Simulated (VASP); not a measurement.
# MgO (Periclase) (Fm-3m) in VASP: settings compared

One crystal, MgO (Periclase), is run at these levels: r2SCAN, PBEsol, LDA; tasks: relaxation of cell and atoms, single point.

Everything below comes from runs of VASP 6.6.1. Logs are shortened: lines on timing, memory, paths and dates and some standing lists are left out, and cuts for length are marked.

**Experimental background.**

“Electronic structure of alkaline earth and post-transition metal oxides”, 2009, arxiv:0908.1581 quotes, for a bulk crystal of MgO: band gap 7.83 eV.

The runs below are set against these values where they give the same quantity.

### 1 The crystal as given

The structure is cubic, space group Fm-3m (No. 225). Conventional cell: a = 4.217 Å, b = 4.217 Å, c = 4.217 Å, α = 90.00°, β = 90.00°, γ = 90.00°. Mg (site symmetry m-3m) has 6 O at 2.11 Å as nearest neighbours. O (site symmetry m-3m) is surrounded by 6 Mg at 2.11 Å.

### 2 Relaxation of cell and atoms, r2SCAN

Contents of INCAR:

```
  ALGO = Normal
  EDIFF = 1E-6
  EDIFFG = -0.01
  ENCUT = 600
  IBRION = 2
  ISIF = 3
  ISMEAR = 0
  LASPH = True
  LCHARG = False
  LMIXTAU = True
  LREAL = False
  LWAVE = False
  METAGGA = R2SCAN
  NELM = 80
  NSW = 90
  PREC = Accurate
  SIGMA = 0.03
```

Contents of KPOINTS:

```
k-points
0
Gamma
  12 12 12
```

Contents of POSCAR:

```
MgO
1.0
    0.0000000000      2.1085000000      2.1085000000
    2.1085000000      0.0000000000      2.1085000000
    2.1085000000      2.1085000000      0.0000000000
Mg O
1 1
Direct
    0.0000000000      0.0000000000      0.0000000000
    0.5000000000      0.5000000000      0.5000000000
```

Potentials or basis: VASP PAW PBE potentials, release 64 (Mg, O).

Started as:

```console
> cat potpaw_PBE.64/Mg/POTCAR potpaw_PBE.64/O/POTCAR > POTCAR
> mpirun -np 1 vasp_std > vasp.out
```

OUTCAR:

```text
EDIFF = 1E-6
   EDIFFG = -0.01
   ENCUT = 600
   IBRION = 2
   ISIF = 3
   ISMEAR = 0
   LASPH = True
   LREAL = False
   METAGGA = R2SCAN
   NELM = 80
   NSW = 90
   PREC = Accurate

 ion  position               nearest neighbor table
   1  0.000  0.000  0.000-   2 2.11   2 2.11   2 2.11   2 2.11   2 2.11   2 2.11
   2  0.500  0.500  0.500-   1 2.11   1 2.11   1 2.11   1 2.11   1 2.11   1 2.11

  LATTYP: Found a face centered cubic cell.
 ALAT       =     4.2170000000

  Lattice vectors:

 A1 = (   0.0000000000,   2.1085000000,   2.1085000000)
 A2 = (   2.1085000000,   0.0000000000,   2.1085000000)
 A3 = (   2.1085000000,   2.1085000000,   0.0000000000)

Analysis of symmetry for initial positions (statically):
=====================================================================
 Subroutine PRICEL returns:
 Original cell was already a primitive cell.

 Routine SETGRP: Setting up the symmetry group for a
 face centered cubic supercell.

 Subroutine GETGRP returns: Found 48 space group operations
 (whereof 48 operations were pure point group operations)
 out of a pool of 48 trial point group operations.

The static configuration has the point symmetry O_h .

Analysis of symmetry for dynamics (positions and initial velocities):
=====================================================================
 Subroutine PRICEL returns:
 Original cell was already a primitive cell.

 Routine SETGRP: Setting up the symmetry group for a
 face centered cubic supercell.

 Subroutine GETGRP returns: Found 48 space group operations
 (whereof 48 operations were pure point group operations)
 out of a pool of 48 trial point group operations.

The dynamic configuration has the point symmetry O_h .

 Subroutine INISYM returns: Found 48 space group operations
 (whereof 48 operations are pure point group operations),
 and found     1 'primitive' translations

----------------------------------------------------------------------------------------

                                     Primitive cell

  volume of cell :      18.7478

  direct lattice vectors                    reciprocal lattice vectors
     0.000000000  2.108500000  2.108500000    -0.237135404  0.237135404  0.237135404
     2.108500000  0.000000000  2.108500000     0.237135404 -0.237135404  0.237135404
     2.108500000  2.108500000  0.000000000     0.237135404  0.237135404 -0.237135404

  length of vectors
     2.981869296  2.981869296  2.981869296     0.410730569  0.410730569  0.410730569

[... 98 lines left out ...]
   IMIX   =      4    mixing-type and parameters
     AMIX     =   0.40;   BMIX     =  1.00
     AMIX_MAG =   1.60;   BMIX_MAG =  1.00
  volume/ion in A,a.u.               =       9.37        63.26
  Fermi-wavevector in a.u.,A,eV,Ry     =   1.232503  2.329092 20.668107  1.519063
  Thomas-Fermi vector in A             =   2.367270
   LORBIT       =      0    0 simple, 1 ext, 2 COOP (PROOUT), +10 PAW based schemes
   METAGGA = R2SCAN    functional components
   LHFCALC =     F    Hartree Fock is set to
   AEXX    =    0.0000 exact exchange contribution
   IVDW    =     0    specifies the selected vdW correction
   LEPSILON=     F    determine dielectric tensor
   LRPA    =     F    only Hartree local field effects (RPA)
 conjugate gradient relaxation of ions
 non-spin polarized calculation
 Gauss-broadening in eV      SIGMA  =   0.03
  energy-cutoff  :      600.00
  volume of cell :       18.75
 maximum number of plane-waves:       642
   NGX = 11   NGY = 11   NGZ = 11

--------------------------------------- Ionic step        1  -------------------------------------------

 number of electron       8.0000005 magnetization

 Free energy of the ion-electron system (eV)
  ---------------------------------------------------
  ext. energy  EPLUGINS =         0.00000000
  ---------------------------------------------------
  free energy    TOTEN  =       -16.16318515 eV

  energy without entropy =      -16.16318515  energy(sigma->0) =      -16.16318515

------------------------ aborting loop because EDIFF is reached ----------------------------------------

  FORCE on cell =-STRESS in cart. coord.  units (eV):
  Direction    XX          YY          ZZ          XY          YZ          ZX
  --------------------------------------------------------------------------------------
  -------------------------------------------------------------------------------------
  Total       -0.3309051     -0.3309051     -0.3309051      0.0000000     -0.0000000      0.0000000
  in kB      -28.2789439    -28.2789439    -28.2789439      0.0000000     -0.0000000      0.0000000
  external PRESSURE =     -28.2789439 kB  Pullay stress =       0.0000000 kB
[... 59 lines left out ...]
--------------------------------------- Ionic step        3  -------------------------------------------

 number of electron       8.0000004 magnetization

 Free energy of the ion-electron system (eV)
  ---------------------------------------------------
  ext. energy  EPLUGINS =         0.00000000
  ---------------------------------------------------
  free energy    TOTEN  =       -16.16606232 eV

  energy without entropy =      -16.16606232  energy(sigma->0) =      -16.16606232

 E-fermi :   3.0554     XC(G=0): -11.6640

 val. band max:        2.8751565511   @ k =   0.0000   0.0000   0.0000
 cond. band min:       8.6224602684   @ k =   0.0000   0.0000   0.0000
 fundamental gap:      5.7473037174
 Fermi energy:         3.0554458403

 k-point     1 :       0.0000    0.0000    0.0000
  band No.  band energies     occupation
      1     -15.3949      2.00000
      2       2.8752      2.00000
      3       2.8752      2.00000
      4       2.8752      2.00000
      5       8.6225      0.00000
      6      19.7935      0.00000
      7      19.7935      0.00000
      8      19.7935      0.00000
[... 243 lines left out ...]
 k-point    24 :      -0.4167    0.1667    0.0000
  band No.  band energies     occupation
      1     -14.0283      2.00000
      2      -1.3891      2.00000
      3       1.2636      2.00000
      4       2.0560      2.00000
      5      12.9609      0.00000
      6      16.5374      0.00000
      7      18.3721      0.00000
      8      21.1534      0.00000

 [... further k-points ...]

------------------------ aborting loop because EDIFF is reached ----------------------------------------

  FORCE on cell =-STRESS in cart. coord.  units (eV):
  Direction    XX          YY          ZZ          XY          YZ          ZX
  --------------------------------------------------------------------------------------
  -------------------------------------------------------------------------------------
  Total        0.0010427      0.0010427      0.0010427      0.0000000      0.0000000     -0.0000000
  in kB        0.0906553      0.0906553      0.0906553      0.0000000      0.0000000     -0.0000000
  external PRESSURE =       0.0906553 kB  Pullay stress =       0.0000000 kB
[... 17 lines left out ...]
  FREE ENERGIE OF THE ION-ELECTRON SYSTEM (eV)
  ---------------------------------------------------
  free  energy   TOTEN  =       -16.1660623151 eV

  energy  without entropy=      -16.1660623151  energy(sigma->0) =      -16.16606232

 reached required accuracy - stopping structural energy minimisation
```

CONTCAR:

```text
MgO
   1.00000000000000
     0.0000000000000000    2.0964156981024979    2.0964156981024979
     2.0964156981024979   -0.0000000000000000    2.0964156981024979
     2.0964156981024979    2.0964156981024979    0.0000000000000000
  Mg              O
     1     1
Direct
     0.0000000000000000    0.0000000000000000    0.0000000000000000
     0.5000000000000000    0.5000000000000000    0.5000000000000000

  0.00000000E+00  0.00000000E+00  0.00000000E+00
  0.00000000E+00  0.00000000E+00  0.00000000E+00
```

Wall time 78 s (1 thread of AMD EPYC 9R45 (Zen 5), shared host); peak memory 0.13 GiB.

Results:

| Quantity | Value |
| --- | --- |
| Free energy | -16.1661 eV |
| Relaxed volume | 9.21 Å³/atom |
| Relaxed cell | a = 2.965 Å, b = 2.965 Å, c = 2.965 Å, α = 60.00°, β = 60.00°, γ = 60.00° |
| Space group after relaxing (to 0.05 Å) | Fm-3m (No. 225) |
| Energy gained by relaxing | 1.4 meV/atom |
| Ionic steps | 3 |
| Pressure after relaxing | 0.0 GPa |
| Band gap on the k mesh | 5.75 eV, direct |

The path:
| step | energy change (eV) | largest force (eV/Å) | pressure (GPa) | volume (Å³) |
| --- | --- | --- | --- | --- |
| 1 | 0.0000 | 0.0000 | -2.83 | 18.75 |
| 2 | -0.0024 | 0.0000 | 1.18 | 18.30 |
| 3 | -0.0029 | 0.0000 | 0.01 | 18.43 |

Final structure:
```
CELL_PARAMETERS angstrom
0.00000 2.09642 2.09642
2.09642 0.00000 2.09642
2.09642 2.09642 0.00000
ATOMIC_POSITIONS crystal
Mg 0.00000 0.00000 0.00000
O 0.50000 0.50000 0.50000
```

Levels at points of the mesh, in eV from the valence-band top:
```tsv
k point	band 1	band 2	band 3	band 4	band 5	band 6	band 7	band 8
(0.00, 0.00, 0.00)	-18.27	0.00	0.00	0.00	5.75	16.92	16.92	16.92
(0.50, 0.00, 0.00)	-16.99	-4.67	-0.69	-0.69	8.90	13.97	17.57	17.57
(0.50, 0.50, 0.00)	-16.73	-4.16	-1.39	-1.39	10.05	11.22	14.44	20.59
```

Caveat: the PAW data sets were made with another functional, which shifts forces and pressure a little. A k mesh can miss the band edges.

### 3 Relaxation of cell and atoms, r2SCAN

This run uses another cell than the first one, of 9.21 Å³/atom, 0.983 times its volume.

INCAR, as its differences from that of step 2:

```diff
@@ -1,4 +1,4 @@
   ALGO = Normal
-  EDIFF = 1E-6
-  EDIFFG = -0.01
+  EDIFF = 1E-7
+  EDIFFG = -0.005
   ENCUT = 600
```

KPOINTS is that of step 2.

Contents of POSCAR:

```
MgO                                     
1.0
    0.0000000000      2.0964156981      2.0964156981
    2.0964156981     -0.0000000000      2.0964156981
    2.0964156981      2.0964156981      0.0000000000
  Mg              O             
     1     1
Direct
     0.0000000000000000    0.0000000000000000    0.0000000000000000
     0.5000000000000000    0.5000000000000000    0.5000000000000000
```

Potentials or basis: VASP PAW PBE potentials, release 64 (Mg, O).

Started as:

```console
> cat potpaw_PBE.64/Mg/POTCAR potpaw_PBE.64/O/POTCAR > POTCAR
> mpirun -np 1 vasp_std > vasp.out
```

Wall time 42 s (1 thread of AMD EPYC 9R45 (Zen 5), shared host); peak memory 0.12 GiB.

It converged, with:

```
Free energy             : -16.1652 eV
Pressure after relaxing : 0.0 GPa
Band gap on the k mesh  : 5.75 eV, direct
```

Final structure:
```xyz
2
Lattice="0.0000 2.0964 2.0964 2.0964 0.0000 2.0964 2.0964 2.0964 0.0000" Properties=species:S:1:pos:R:3 pbc="T T T"
Mg    0.0000    0.0000    0.0000
O     2.0964    2.0964    2.0964
```

Levels at points of the mesh, in eV from the valence-band top:
| k point | band 2 | band 3 | band 4 | band 5 | band 6 | band 7 |
| --- | --- | --- | --- | --- | --- | --- |
| (0.00, 0.00, 0.00) | 0.00 | 0.00 | 0.00 | 5.75 | 16.92 | 16.92 |
| (0.50, 0.00, 0.00) | -4.67 | -0.69 | -0.69 | 8.89 | 13.97 | 17.57 |
| (0.50, 0.50, 0.00) | -4.16 | -1.39 | -1.39 | 10.05 | 11.22 | 14.44 |

Caveat: the relaxation stopped at its first step, so nothing moved; the PAW data sets were made with another functional, which shifts forces and pressure a little. A k mesh can miss the band edges.

### 4 Single point, PBEsol

Contents of INCAR:

```
PREC = Accurate
ENCUT = 520
EDIFF = 1E-6
ISMEAR = 0
SIGMA = 0.03
LREAL = False
LASPH = True
NELM = 80
ALGO = Normal
ISIF = 2
LWAVE = False
LCHARG = False
GGA = PS
KPAR = 4
```

Contents of KPOINTS:

```
Automatic mesh
0
Gamma
  8 8 8
```

Contents of POSCAR:

```
MgO
1.0
    0.0000000000      2.1085000000      2.1085000000
    2.1085000000      0.0000000000      2.1085000000
    2.1085000000      2.1085000000      0.0000000000
Mg O
1 1
Direct
    0.0000000000      0.0000000000      0.0000000000
    0.5000000000      0.5000000000      0.5000000000
```

Potentials or basis: VASP PAW PBE potentials, release 64 (Mg, O).

Started as:

```console
> cat potpaw_PBE.64/Mg/POTCAR potpaw_PBE.64/O/POTCAR > POTCAR
> mpirun -np 4 vasp_std > vasp.out
```

OUTCAR:

```text
PREC = Accurate
   ENCUT = 520
   EDIFF = 1E-6
   ISMEAR = 0
   LREAL = False
   LASPH = True
   NELM = 80
   ISIF = 2
   GGA = PS

 ion  position               nearest neighbor table
   1  0.000  0.000  0.000-   2 2.11   2 2.11   2 2.11   2 2.11   2 2.11   2 2.11
   2  0.500  0.500  0.500-   1 2.11   1 2.11   1 2.11   1 2.11   1 2.11   1 2.11

  LATTYP: Found a face centered cubic cell.
 ALAT       =     4.2170000000

  Lattice vectors:

 A1 = (   0.0000000000,   2.1085000000,   2.1085000000)
 A2 = (   2.1085000000,   0.0000000000,   2.1085000000)
 A3 = (   2.1085000000,   2.1085000000,   0.0000000000)

Analysis of symmetry for initial positions (statically):
=====================================================================
 Subroutine PRICEL returns:
 Original cell was already a primitive cell.

 Routine SETGRP: Setting up the symmetry group for a
 face centered cubic supercell.

 Subroutine GETGRP returns: Found 48 space group operations
 (whereof 48 operations were pure point group operations)
 out of a pool of 48 trial point group operations.

The static configuration has the point symmetry O_h .

Analysis of symmetry for dynamics (positions and initial velocities):
=====================================================================
 Subroutine PRICEL returns:
 Original cell was already a primitive cell.

 Routine SETGRP: Setting up the symmetry group for a
 face centered cubic supercell.

 Subroutine GETGRP returns: Found 48 space group operations
 (whereof 48 operations were pure point group operations)
 out of a pool of 48 trial point group operations.

The dynamic configuration has the point symmetry O_h .

 Subroutine INISYM returns: Found 48 space group operations
 (whereof 48 operations are pure point group operations),
 and found     1 'primitive' translations

----------------------------------------------------------------------------------------

                                     Primitive cell

  volume of cell :      18.7478

[... 114 lines left out ...]
   LHFCALC =     F    Hartree Fock is set to
   AEXX    =    0.0000 exact exchange contribution
   IVDW    =     0    specifies the selected vdW correction
   LEPSILON=     F    determine dielectric tensor
   LRPA    =     F    only Hartree local field effects (RPA)
 non-spin polarized calculation
 Gauss-broadening in eV      SIGMA  =   0.03
  energy-cutoff  :      520.00
  volume of cell :       18.75
 maximum number of plane-waves:       531
 NGX is ok and might be reduce to    24
   NGX = 11   NGY = 11   NGZ = 11

 number of electron       8.0000005 magnetization

 Free energy of the ion-electron system (eV)
  ---------------------------------------------------
  ext. energy  EPLUGINS =         0.00000000
  ---------------------------------------------------
  free energy    TOTEN  =       -12.51231123 eV

  energy without entropy =      -12.51231123  energy(sigma->0) =      -12.51231123

 E-fermi :   3.1992     XC(G=0): -11.2934

 val. band max:        3.0410425979   @ k =   0.0000   0.0000   0.0000
 cond. band min:       7.6414013527   @ k =   0.0000   0.0000   0.0000
 fundamental gap:      4.6003587548
 Fermi energy:         3.1992138684

 k-point     1 :       0.0000    0.0000    0.0000
  band No.  band energies     occupation
      1     -14.1467      2.00000
      2       3.0410      2.00000
      3       3.0410      2.00000
      4       3.0410      2.00000
      5       7.6414      0.00000
      6      18.6533      0.00000
      7      18.6533      0.00000
      8      18.6533      0.00000
[... 243 lines left out ...]
 k-point    24 :      -0.3750    0.2500    0.1250
  band No.  band energies     occupation
      1     -12.6874      2.00000
      2      -1.0032      2.00000
      3       1.0808      2.00000
      4       2.0445      2.00000
      5      12.5468      0.00000
      6      15.0877      0.00000
      7      16.3822      0.00000
      8      19.7687      0.00000

 [... further k-points ...]

------------------------ aborting loop because EDIFF is reached ----------------------------------------

  FORCE on cell =-STRESS in cart. coord.  units (eV):
  Direction    XX          YY          ZZ          XY          YZ          ZX
  --------------------------------------------------------------------------------------
  -------------------------------------------------------------------------------------
  Total       -0.0979449     -0.0979449     -0.0979449      0.0000000     -0.0000000      0.0000000
  in kB       -8.3703142     -8.3703142     -8.3703142      0.0000000     -0.0000000      0.0000000
  external PRESSURE =      -8.3703142 kB  Pullay stress =       0.0000000 kB

 VOLUME and BASIS-vectors are now :
 -----------------------------------------------------------------------------
  energy-cutoff  :      520.00
  volume of cell :       18.75
      direct lattice vectors                 reciprocal lattice vectors
     0.000000000  2.108500000  2.108500000    -0.237135404  0.237135404  0.237135404
     2.108500000  0.000000000  2.108500000     0.237135404 -0.237135404  0.237135404
     2.108500000  2.108500000  0.000000000     0.237135404  0.237135404 -0.237135404

 POSITION                                       TOTAL-FORCE (eV/Angst)
 -----------------------------------------------------------------------------------
      0.00000      0.00000      0.00000        -0.000000      0.000000      0.000000
      2.10850      2.10850      2.10850         0.000000     -0.000000     -0.000000
 -----------------------------------------------------------------------------------
    total drift:                               -0.000000     -0.000000      0.000000

  FREE ENERGIE OF THE ION-ELECTRON SYSTEM (eV)
  ---------------------------------------------------
  free  energy   TOTEN  =       -12.5123112258 eV

  energy  without entropy=      -12.5123112258  energy(sigma->0) =      -12.51231123
```

stdout:

```text
POSCAR found type information on POSCAR MgO
 POSCAR found :  2 types and       2 ions
 scaLAPACK will be used
 -----------------------------------------------------------------------------
|                                                                             |
|                                                                             |
|     You enforced a specific xc type in the INCAR file but a different       |
|     I HOPE YOU KNOW WHAT YOU ARE DOING!                                     |
|                                                                             |
 -----------------------------------------------------------------------------

 LDA part: xc-table for (Slater+PW92), standard interpolation
 POSCAR, INCAR and KPOINTS ok, starting setup
 FFT: planning ... GRIDC
 FFT: planning ... GRID_SOFT
 FFT: planning ... GRID
 WAVECAR not read
 entering main loop
```

Wall time 1.7 s (4 MPI ranks of Intel Xeon 6975P-C (Granite Rapids), shared host); peak memory 0.12 GiB.

Results:

- Free energy: -12.5123 eV
- Pressure: -0.8 GPa
- Band gap on the k mesh: 4.60 eV, direct

Caveat: the PAW data sets were made with another functional, which shifts forces and pressure a little.

[end of part 1 of 2]
